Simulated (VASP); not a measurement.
# SrTiO3 (Tausonite) (Pm-3m) in VASP: a series of runs

One crystal, SrTiO3 (Tausonite), is run at these levels: r2SCAN, PBEsol; tasks: relaxation of cell and atoms.

Program: VASP 6.6.1. These are calculated values, not measurements. Logs are shortened: lines on timing, memory, paths and dates and some standing lists are left out, and cuts for length are marked.

## Step 1: Starting point

Symmetry: Pm-3m, No. 221, cubic system. Conventional cell: a = 3.905 Å, b = 3.905 Å, c = 3.905 Å, α = 90.00°, β = 90.00°, γ = 90.00°. Around Sr (site symmetry m-3m) lie 12 O at 2.76 Å. Ti (site symmetry m-3m) has 6 O at 1.95 Å as nearest neighbours. O (site symmetry 4/mmm) has 2 Ti at 1.95 Å as nearest neighbours.

## Step 2: Relaxation of cell and atoms, r2SCAN, target pressure 5 GPa, at which the enthalpy is minimised

Input file INCAR:

```
PREC     = Accurate       # precision mode
ENCUT    = 600            # plane-wave cutoff, eV
EDIFF    = 1E-6           # SCF threshold, eV
ISMEAR   = 0              # smearing method
SIGMA    = 0.03           # smearing width, eV
LREAL    = F              # projectors in reciprocal space
LASPH    = T              # aspherical terms in the spheres
NELM     = 80             # most SCF steps
ALGO     = Normal         # electronic algorithm
ISIF     = 3              # what is computed and relaxed
LWAVE    = F              # write WAVECAR
LCHARG   = F              # write CHGCAR
METAGGA  = R2SCAN         # meta-GGA
LMIXTAU  = T            
IBRION   = 2              # ionic algorithm
NSW      = 90             # ionic steps
EDIFFG   = -0.01          # ionic threshold
PSTRESS  = 50.0
```

Input file KPOINTS:

```
Automatic mesh
0
Gamma
  8 8 8
```

Input file POSCAR:

```
SrTiO3
1.0
    3.9052800000      0.0000000000      0.0000000000
    0.0000000000      3.9052800000      0.0000000000
    0.0000000000      0.0000000000      3.9052800000
Sr Ti O
1 1 3
Direct
    0.5000000000      0.5000000000      0.5000000000
    0.0000000000      0.0000000000      0.0000000000
    0.5000000000      0.0000000000      0.0000000000
    0.0000000000      0.5000000000      0.0000000000
    0.0000000000      0.0000000000      0.5000000000
```

Potentials or basis: VASP PAW PBE potentials, release 64 (Sr_sv, Ti_sv, O).

On the command line:

```bash
cat potpaw_PBE.64/Sr_sv/POTCAR potpaw_PBE.64/Ti_sv/POTCAR potpaw_PBE.64/O/POTCAR > POTCAR
mpirun -np 1 vasp_std > vasp.out
```

OUTCAR:

```text
PREC = Accurate
   ENCUT = 600
   EDIFF = 1E-6
   ISMEAR = 0
   LREAL = F
   LASPH = T
   NELM = 80
   ISIF = 3
   METAGGA = R2SCAN
   IBRION = 2
   NSW = 90
   EDIFFG = -0.01
   PSTRESS = 50.0

 ion  position               nearest neighbor table
   1  0.500  0.500  0.500-   3 2.76   4 2.76   5 2.76   3 2.76   4 2.76   3 2.76   5 2.76   3 2.76
                             4 2.76   5 2.76   4 2.76   5 2.76   2 3.38   2 3.38   2 3.38   2 3.38
   2  0.000  0.000  0.000-   3 1.95   4 1.95   5 1.95   5 1.95   4 1.95   3 1.95   1 3.38   1 3.38
                             1 3.38   1 3.38   1 3.38   1 3.38   1 3.38   1 3.38
   3  0.500  0.000  0.000-   2 1.95   2 1.95   1 2.76   1 2.76   1 2.76   1 2.76
   4  0.000  0.500  0.000-   2 1.95   2 1.95   1 2.76   1 2.76   1 2.76   1 2.76
   5  0.000  0.000  0.500-   2 1.95   2 1.95   1 2.76   1 2.76   1 2.76   1 2.76

  LATTYP: Found a simple cubic cell.
 ALAT       =     3.9052800000

  Lattice vectors:

 A1 = (   3.9052800000,   0.0000000000,   0.0000000000)
 A2 = (   0.0000000000,   3.9052800000,   0.0000000000)
 A3 = (   0.0000000000,   0.0000000000,   3.9052800000)

Analysis of symmetry for initial positions (statically):
=====================================================================
 Subroutine PRICEL returns:
 Original cell was already a primitive cell.

 Routine SETGRP: Setting up the symmetry group for a
 simple cubic supercell.

 Subroutine GETGRP returns: Found 48 space group operations
 (whereof 48 operations were pure point group operations)
 out of a pool of 48 trial point group operations.

The static configuration has the point symmetry O_h .

Analysis of symmetry for dynamics (positions and initial velocities):
=====================================================================
 Subroutine PRICEL returns:
 Original cell was already a primitive cell.

 Routine SETGRP: Setting up the symmetry group for a
 simple cubic supercell.

 Subroutine GETGRP returns: Found 48 space group operations
 (whereof 48 operations were pure point group operations)
 out of a pool of 48 trial point group operations.

The dynamic configuration has the point symmetry O_h .

 Subroutine INISYM returns: Found 48 space group operations
 (whereof 48 operations are pure point group operations),
 and found     1 'primitive' translations

----------------------------------------------------------------------------------------

                                     Primitive cell

  volume of cell :      59.5603

  direct lattice vectors                    reciprocal lattice vectors
     3.905280000  0.000000000  0.000000000     0.256063586  0.000000000  0.000000000
     0.000000000  3.905280000  0.000000000     0.000000000  0.256063586  0.000000000
     0.000000000  0.000000000  3.905280000     0.000000000  0.000000000  0.256063586

  length of vectors
     3.905280000  3.905280000  3.905280000     0.256063586  0.256063586  0.256063586

  position of ions in fractional coordinates (direct lattice)
     0.500000000  0.500000000  0.500000000
     0.000000000  0.000000000  0.000000000
     0.500000000  0.000000000  0.000000000
     0.000000000  0.500000000  0.000000000
     0.000000000  0.000000000  0.500000000

  ion indices of the primitive-cell ions
   primitive index   ion index
                 1           1
                 2           2
                 3           3
                 4           4
                 5           5

----------------------------------------------------------------------------------------

 KPOINTS: Automatic mesh

Automatic generation of k-mesh.
 Grid dimensions read from file:
 generate k-points for:    8    8    8

 Generating k-lattice:

  Cartesian coordinates                     Fractional coordinates (reciprocal lattice)
     0.032007948  0.000000000  0.000000000     0.125000000  0.000000000  0.000000000
     0.000000000  0.032007948  0.000000000     0.000000000  0.125000000  0.000000000
     0.000000000  0.000000000  0.032007948     0.000000000  0.000000000  0.125000000

  Length of vectors
     0.032007948  0.032007948  0.032007948

  Shift w.r.t. Gamma in fractional coordinates (k-lattice)
     0.000000000  0.000000000  0.000000000

 Subroutine IBZKPT returns following result:
 ===========================================

 Found     35 irreducible k-points:

 Following reciprocal coordinates:
            Coordinates               Weight
  0.000000  0.000000  0.000000      1.000000
  0.125000  0.000000  0.000000      6.000000
  0.250000  0.000000  0.000000      6.000000
  0.375000  0.000000  0.000000      6.000000
  0.500000  0.000000  0.000000      3.000000
  0.125000  0.125000  0.000000     12.000000
[... 16 lines left out ...]
  0.375000  0.375000  0.125000     24.000000
  0.500000  0.375000  0.125000     24.000000
 [... further k-points ...]
   k-points           NKPTS =     35   k-points in BZ     NKDIM =     35   number of bands    NBANDS=     24
   number of dos      NEDOS =    301   number of ions     NIONS =      5
   total plane-waves  NPLWV =  32768
   dimension x,y,z NGX =    32 NGY =   32 NGZ =   32
   dimension x,y,z NGXF=    64 NGYF=   64 NGZF=   64
   ions per type =               1   1   3
   NGX,Y,Z   is equivalent  to a cutoff of  13.62, 13.62, 13.62 a.u.
   NGXF,Y,Z  is equivalent  to a cutoff of  27.24, 27.24, 27.24 a.u.
 SYSTEM =  unknown system
   PREC   = accura    normal or accurate (medium, high low for compatibility)
   ISTART =      0    job   : 0-new  1-cont  2-samecut
   ICHARG =      2    charge: 1-file 2-atom 10-const
   ISPIN  =      1    spin polarized calculation?
   LNONCOLLINEAR =      F non collinear calculations
   LSORBIT =      F    spin-orbit coupling
   LASPH  =      T    aspherical Exc in radial PAW
   ENCUT  =  600.0 eV  44.10 Ry    6.64 a.u.   7.80  7.80  7.80*2*pi/ulx,y,z
   NELM   =     80;   NELMIN=  2; NELMDL= -5     # of ELM steps
   EDIFF  = 0.1E-05   stopping-criterion for ELM
   LREAL  =      F    real-space projection
   EDIFFG = -.1E-01   stopping-criterion for IOM
   NSW    =     90    number of steps for IOM
   IBRION =      2    ionic relax: 0-MD 1-quasi-New 2-CG
   NFREE  =      1    steps in history (QN), initial steepest desc. (CG)
   ISIF   =      3    stress and relaxation
   ISYM   =      2    0-nonsym 1-usesym 2-fastsym
   POTIM  = 0.5000    time-step for ionic-motion
   TEBEG  =    0.0;   TEEND  =   0.0 temperature during run
   PSTRESS=   50.0 pullay stress
   NELECT =      40.0000    total number of electrons
   NUPDOWN=      -1.0000    fix difference up-down
   EMIN   =  10.00;   EMAX   =-10.00  energy-range for DOS
   EFERMI =   0.00;   METHOD = LEGACY
   ISMEAR =     0;   SIGMA  =   0.03  broadening in eV -4-tet -1-fermi 0-gaus
   EFERMI_NEDOS =   21; number of points for ismear=-14 and -15
   IALGO  =     38    algorithm
   IMIX   =      4    mixing-type and parameters
     AMIX     =   0.40;   BMIX     =  1.00
     AMIX_MAG =   1.60;   BMIX_MAG =  1.00
  volume/ion in A,a.u.               =      11.91        80.39
  Fermi-wavevector in a.u.,A,eV,Ry     =   1.433648  2.709203 27.964703  2.055348
  Thomas-Fermi vector in A             =   2.553143
   LORBIT       =      0    0 simple, 1 ext, 2 COOP (PROOUT), +10 PAW based schemes
   METAGGA = R2SCAN    functional components
   LHFCALC =     F    Hartree Fock is set to
   AEXX    =    0.0000 exact exchange contribution
   IVDW    =     0    specifies the selected vdW correction
   LEPSILON=     F    determine dielectric tensor
   LRPA    =     F    only Hartree local field effects (RPA)
 conjugate gradient relaxation of ions
 non-spin polarized calculation
 Gauss-broadening in eV      SIGMA  =   0.03
  energy-cutoff  :      600.00
  volume of cell :       59.56
 maximum number of plane-waves:      2008
 NGX is ok and might be reduce to    32
   NGX = 15   NGY = 15   NGZ = 15

--------------------------------------- Ionic step        1  -------------------------------------------

 number of electron      39.9999979 magnetization

 Free energy of the ion-electron system (eV)
  ---------------------------------------------------
  ext. energy  EPLUGINS =         0.00000000
  ---------------------------------------------------
  free energy    TOTEN  =       -63.33733910 eV

  energy without entropy =      -63.33733910  energy(sigma->0) =      -63.33733910

------------------------ aborting loop because EDIFF is reached ----------------------------------------

  FORCE on cell =-STRESS in cart. coord.  units (eV):
  Direction    XX          YY          ZZ          XY          YZ          ZX
  --------------------------------------------------------------------------------------
  -------------------------------------------------------------------------------------
  Total        0.3801845      0.3801845      0.3801845     -0.0000000     -0.0000000      0.0000000
  in kB       10.2270051     10.2270051     10.2270051     -0.0000000     -0.0000000      0.0000000
  external PRESSURE =     -39.7729949 kB  Pullay stress =      50.0000000 kB
[... 67 lines left out ...]
  enthalpy is  TOTEN    =       -61.4724273548 eV   P V=        1.7803092899

--------------------------------------- Ionic step        3  -------------------------------------------

 number of electron      39.9999988 magnetization

 Free energy of the ion-electron system (eV)
  ---------------------------------------------------
  ext. energy  EPLUGINS =         0.00000000
  ---------------------------------------------------
  free energy    TOTEN  =       -63.31574559 eV

  energy without entropy =      -63.31574559  energy(sigma->0) =      -63.31574559

 E-fermi :   4.3074     XC(G=0): -12.0460

 val. band max:        4.0083585645   @ k =   0.5000   0.5000   0.5000
 cond. band min:       6.3294614208   @ k =   0.0000   0.0000   0.0000
 fundamental gap:      2.3211028564
 Fermi energy:         4.3074233599

 k-point     1 :       0.0000    0.0000    0.0000
  band No.  band energies     occupation
      1     -54.5723      2.00000
      2     -29.7995      2.00000
      3     -29.7842      2.00000
      4     -29.7842      2.00000
      5     -29.7842      2.00000
      6     -14.4807      2.00000
[... 637 lines left out ...]
     23       8.7048      0.00000
     24      10.3298      0.00000

 [... further k-points ...]

------------------------ aborting loop because EDIFF is reached ----------------------------------------

  FORCE on cell =-STRESS in cart. coord.  units (eV):
  Direction    XX          YY          ZZ          XY          YZ          ZX
  --------------------------------------------------------------------------------------
  -------------------------------------------------------------------------------------
  Total        1.8160728      1.8160728      1.8160728      0.0000000      0.0000000      0.0000000
  in kB       49.8290975     49.8290975     49.8290975      0.0000000      0.0000000      0.0000000
  external PRESSURE =      -0.1709025 kB  Pullay stress =      50.0000000 kB
[... 20 lines left out ...]
  FREE ENERGIE OF THE ION-ELECTRON SYSTEM (eV)
  ---------------------------------------------------
  free  energy   TOTEN  =       -63.3157455877 eV

  energy  without entropy=      -63.3157455877  energy(sigma->0) =      -63.31574559

  enthalpy is  TOTEN    =       -61.4934440479 eV   P V=        1.8223015398

 reached required accuracy - stopping structural energy minimisation
```

It took 3.9 min on 1 thread of Intel Xeon 6975P-C (Granite Rapids), shared host; peak memory 0.23 GiB.

What came out:

| Item | Value |
| --- | --- |
| Free energy | -63.3157 eV |
| Relaxed volume | 11.68 Å³/atom |
| Relaxed cell | a = 3.880 Å, b = 3.880 Å, c = 3.880 Å, α = 90.00°, β = 90.00°, γ = 90.00° |
| Space group after relaxing (to 0.05 Å) | Pm-3m (No. 221) |
| Energy change on relaxing (the enthalpy is what falls) | +4.3 meV/atom |
| Ionic steps | 3 |
| Pressure after relaxing | 5.0 GPa |
| Band gap on the k mesh | 2.32 eV, indirect (least direct gap 2.69 eV) |

Step by step:
| step | energy change (eV) | largest force (eV/Å) | pressure (GPa) | volume (Å³) |
| --- | --- | --- | --- | --- |
| 1 | 0.0000 | 0.0000 | 1.02 | 59.56 |
| 2 | 0.0846 | 0.0000 | 10.14 | 57.05 |
| 3 | 0.0216 | 0.0000 | 4.98 | 58.39 |

Final structure:
```xyz
5
Lattice="3.8796 0.0000 0.0000 0.0000 3.8796 0.0000 0.0000 0.0000 3.8796" Properties=species:S:1:pos:R:3 pbc="T T T"
Sr    1.9398    1.9398    1.9398
Ti    0.0000    0.0000    0.0000
O     1.9398    0.0000    0.0000
O     0.0000    1.9398    0.0000
O     0.0000    0.0000    1.9398
```

Caveat: the cell is relaxed towards a set pressure, so the enthalpy falls and the energy may rise; the PAW data sets were made with another functional, which shifts forces and pressure a little.

## Step 3: Relaxation of cell and atoms, r2SCAN, target pressure 5 GPa, at which the enthalpy is minimised

This run uses another cell than the first one, of 11.68 Å³/atom, 0.980 times its volume.

INCAR, as its differences from that of step 2:

```diff
@@ -2,3 +2,3 @@
 ENCUT    = 600            # plane-wave cutoff, eV
-EDIFF    = 1E-6           # SCF threshold, eV
+EDIFF    = 1E-7           # SCF threshold, eV
 ISMEAR   = 0              # smearing method
@@ -16,3 +16,3 @@
 NSW      = 90             # ionic steps
-EDIFFG   = -0.01          # ionic threshold
+EDIFFG   = -0.005         # ionic threshold
 PSTRESS  = 50.0
```

KPOINTS is that of step 2.

Input file POSCAR:

```
SrTiO3                                  
1.0
    3.8795999054     -0.0000000000      0.0000000000
   -0.0000000000      3.8795999054      0.0000000000
   -0.0000000000     -0.0000000000      3.8795999054
  Sr              Ti              O             
     1     1     3
Direct
     0.5000000000000000    0.5000000000000000    0.5000000000000000
     0.0000000000000000    0.0000000000000000    0.0000000000000000
     0.5000000000000000    0.0000000000000000    0.0000000000000000
     0.0000000000000000    0.5000000000000000    0.0000000000000000
     0.0000000000000000    0.0000000000000000    0.5000000000000000
```

Potentials or basis: VASP PAW PBE potentials, release 64 (Sr_sv, Ti_sv, O).

On the command line:

```bash
cat potpaw_PBE.64/Sr_sv/POTCAR potpaw_PBE.64/Ti_sv/POTCAR potpaw_PBE.64/O/POTCAR > POTCAR
mpirun -np 1 vasp_std > vasp.out
```

OUTCAR:

```text
PREC = Accurate
   ENCUT = 600
   EDIFF = 1E-7
   ISMEAR = 0
   LREAL = F
   LASPH = T
   NELM = 80
   ISIF = 3
   METAGGA = R2SCAN
   IBRION = 2
   NSW = 90
   EDIFFG = -0.005
   PSTRESS = 50.0

 ion  position               nearest neighbor table
   1  0.500  0.500  0.500-   3 2.74   4 2.74   5 2.74   3 2.74   4 2.74   3 2.74   5 2.74   3 2.74
                             4 2.74   5 2.74   4 2.74   5 2.74   2 3.36   2 3.36   2 3.36   2 3.36
   2  0.000  0.000  0.000-   3 1.94   4 1.94   5 1.94   5 1.94   4 1.94   3 1.94   1 3.36   1 3.36
                             1 3.36   1 3.36   1 3.36   1 3.36   1 3.36   1 3.36
   3  0.500  0.000  0.000-   2 1.94   2 1.94   1 2.74   1 2.74   1 2.74   1 2.74
   4  0.000  0.500  0.000-   2 1.94   2 1.94   1 2.74   1 2.74   1 2.74   1 2.74
   5  0.000  0.000  0.500-   2 1.94   2 1.94   1 2.74   1 2.74   1 2.74   1 2.74
[... 857 lines left out ...]
  in kB       50.1527823     50.1527823     50.1527823     -0.0000000      0.0000000      0.0000000
  external PRESSURE =       0.1527823 kB  Pullay stress =      50.0000000 kB

 VOLUME and BASIS-vectors are now :
 -----------------------------------------------------------------------------
  energy-cutoff  :      600.00
  volume of cell :       58.39
      direct lattice vectors                 reciprocal lattice vectors
     3.879599905  0.000000000  0.000000000     0.257758538  0.000000000  0.000000000
     0.000000000  3.879599905  0.000000000     0.000000000  0.257758538  0.000000000
     0.000000000  0.000000000  3.879599905     0.000000000  0.000000000  0.257758538

 POSITION                                       TOTAL-FORCE (eV/Angst)
 -----------------------------------------------------------------------------------
      1.93980      1.93980      1.93980         0.000000      0.000000      0.000000
      0.00000      0.00000      0.00000         0.000000      0.000000      0.000000
      1.93980      0.00000      0.00000         0.000000      0.000000      0.000000
      0.00000      1.93980      0.00000         0.000000      0.000000      0.000000
      0.00000      0.00000      1.93980         0.000000      0.000000      0.000000
 -----------------------------------------------------------------------------------
    total drift:                                0.000000      0.000000     -0.000000

  FREE ENERGIE OF THE ION-ELECTRON SYSTEM (eV)
  ---------------------------------------------------
  free  energy   TOTEN  =       -63.3127987327 eV

  energy  without entropy=      -63.3127987327  energy(sigma->0) =      -63.31279873

  enthalpy is  TOTEN    =       -61.4904971929 eV   P V=        1.8223015398

 reached required accuracy - stopping structural energy minimisation
```

CONTCAR:

```text
SrTiO3
   1.00000000000000
     3.8795999054000001    0.0000000000000000    0.0000000000000000
     0.0000000000000000    3.8795999054000001    0.0000000000000000
     0.0000000000000000    0.0000000000000000    3.8795999054000001
  Sr              Ti              O
     1     1     3
Direct
     0.5000000000000000    0.5000000000000000    0.5000000000000000
     0.0000000000000000    0.0000000000000000    0.0000000000000000
     0.5000000000000000    0.0000000000000000    0.0000000000000000
     0.0000000000000000    0.5000000000000000    0.0000000000000000
     0.0000000000000000    0.0000000000000000    0.5000000000000000

  0.00000000E+00  0.00000000E+00  0.00000000E+00
  0.00000000E+00  0.00000000E+00  0.00000000E+00
  0.00000000E+00  0.00000000E+00  0.00000000E+00
  0.00000000E+00  0.00000000E+00  0.00000000E+00
  0.00000000E+00  0.00000000E+00  0.00000000E+00
```

Wall time 1.7 min (1 thread of Intel Xeon 6975P-C (Granite Rapids), shared host); peak memory 0.22 GiB.

What came out:

* Free energy: -63.3128 eV
* Pressure after relaxing: 5.0 GPa
* Band gap on the k mesh: 2.32 eV, indirect (least direct gap 2.69 eV)

Final structure:
```
Sr Ti O
1.0
     3.87960    0.00000    0.00000
     0.00000    3.87960    0.00000
     0.00000    0.00000    3.87960
Sr Ti O
1 1 3
Direct
  0.50000 0.50000 0.50000
  0.00000 0.00000 0.00000
  0.50000 0.00000 0.00000
  0.00000 0.50000 0.00000
  0.00000 0.00000 0.50000
```

Caveat: the relaxation stopped at its first step, so nothing moved; the cell is relaxed towards a set pressure, so the enthalpy falls and the energy may rise; the PAW data sets were made with another functional, which shifts forces and pressure a little. r2SCAN opens gaps a little over a GGA but as a rule still falls short of measured ones.

[end of part 1 of 3]
